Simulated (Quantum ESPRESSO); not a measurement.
## Hf in Quantum ESPRESSO: the effect of target pressure

Hf:

```
CELL_PARAMETERS angstrom
3.19670 0.00000 0.00000
-1.59835 2.76842 0.00000
0.00000 0.00000 5.05780
ATOMIC_POSITIONS crystal
Hf 0.66667 0.33333 0.75000
Hf 0.33333 0.66667 0.25000
```

Alike in all runs:

| Quantity | Value |
| --- | --- |
| Program | Quantum ESPRESSO 7.5 |
| Task | phonons |
| Functional | PBEsol |
| Potentials or basis | GBRV 1.5 PBEsol |
| Cutoff | 612 eV |
| Density cutoff | 4898 eV |
| k mesh | 8 × 8 × 4 |
| Occupations | cold, width 0.2 eV |
| Spin | no spin polarisation |

Each run relaxes the cell or the atoms first.

```tsv
target pressure	relaxed volume (Å³/atom)	highest phonon frequency (cm⁻¹)
-3 GPa	22.16	110
0 GPa	?	?
3 GPa	21.08	139
8 GPa	20.34	151
15 GPa	19.46	160
```

What does the run with target pressure 0 GPa give?

Relaxed volume 21.59 Å³/atom; highest phonon frequency 127 cm⁻¹.

Worked out: In Murnaghan's law V^(-B') rises as a straight line in P. The other rows fit best with B' = 3.3, V0 = 21.59 Å³/atom and B0 = 121 GPa, which gives 21.59 Å³/atom at 0 GPa, against the run's 21.59. A parabola through the other rows of the highest phonon frequency, of slope 4.56 cm⁻¹ per GPa there, gives 125 cm⁻¹, against the run's 127.

Caveats: the mesh is thin for the phonons of a metal; the cell is more than 3 GPa from zero pressure, which shifts response properties (some runs).
